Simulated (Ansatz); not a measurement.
The system is WS2 (Tungstenite).

```
W S
1.0
     1.57900    0.91164    6.16333
    -1.57900    0.91164    6.16333
     0.00000   -1.82327    6.16333
W S
1 2
Direct
  0.06115 0.97625 0.96424
  0.57568 0.57547 0.62008
  0.74004 0.75943 0.75200
```

The cell isn't the ideal one: atoms moved at random, drawn with an rms of 0.15 Å.

| Item | Value |
| --- | --- |
| Program | Ansatz 0.2.0 |
| Task | relaxation of the atoms |
| Functional | RPBE |
| Potentials or basis | Ansatz PAW accurate |
| Cutoff | 880 eV |
| Density cutoff | 3520 eV |
| k mesh | 8 × 8 × 8 |
| Occupations | fermi-dirac, width 0.1 eV |
| Spin | no spin polarisation |

At the start: volume 17.74 Å³/atom.

Task: Where does the relaxation end?

Result: Over 6 steps the energy falls by 299.8 meV/atom; space group R3m (No. 160, to 0.05 Å).

The path:
| step | energy change (eV) | largest force (eV/Å) |
| --- | --- | --- |
| 1 | 0.0000 | 6.3217 |
| 2 | -0.8443 | 1.0366 |
| 3 | -0.8987 | 0.1468 |
| 4 | -0.8993 | 0.0099 |
| 5 | -0.8993 | 0.0099 |
| 6 | -0.8993 | 0.0099 |

Final structure:
```
W S
1.0
     1.57900    0.91164    6.16333
    -1.57900    0.91164    6.16333
     0.00000   -1.82327    6.16333
W S
1 2
Direct
  0.01459 0.99254 0.00105
  0.59587 0.57389 0.58224
  0.76640 0.74473 0.75303
```

Caveat: the potentials were made for another functional, which shifts forces and pressure; the thresholds are loose for stress.
